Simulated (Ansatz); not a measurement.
A run of Ansatz 0.2.0:

Contents of input:

```
crystal:
  lattice:
    - [3.542, 0.0, 0.0]
    - [0.0, 3.542, 0.0]
    - [0.0, 0.0, 3.542]
  atoms:
    - { symbol: Ni, position: [0.5, 0.5, 0.0], spin: 1.0 }
    - { symbol: Ni, position: [0.5, 0.0, 0.5], spin: 1.0 }
    - { symbol: Ni, position: [0.0, 0.5, 0.5], spin: 1.0 }
    - { symbol: Si, position: [0.0, 0.0, 0.0] }
hamiltonian:
  xc: r2scan0
  pseudopotentials: { kind: paw }
magnetization:
  spin_polarized: true
kpoints:
  mp_grid: { grid: [4, 4, 4] }
scf:
  occupations: { method: fermi_dirac, width: 0.05 }
output:
  forces: true
  stress: true
  eigenvalues: true
  write_density: true
  write_potential: true
  elf: true
  volumetric_format: npy
```

Hardware: 1 × NVIDIA H100 80GB HBM3 with 2 threads of AMD EPYC 7R13 Processor (Zen 3), on a shared host.

Question: Estimate the wall time of this run.

Answer: Run time: 21 s on 1 × NVIDIA H100 80GB HBM3 with 2 threads of AMD EPYC 7R13 Processor (Zen 3), on a shared host, peak memory 1.8 GiB. Counts: scf iterations 51, plane waves 1141, k points 10, bands 37.
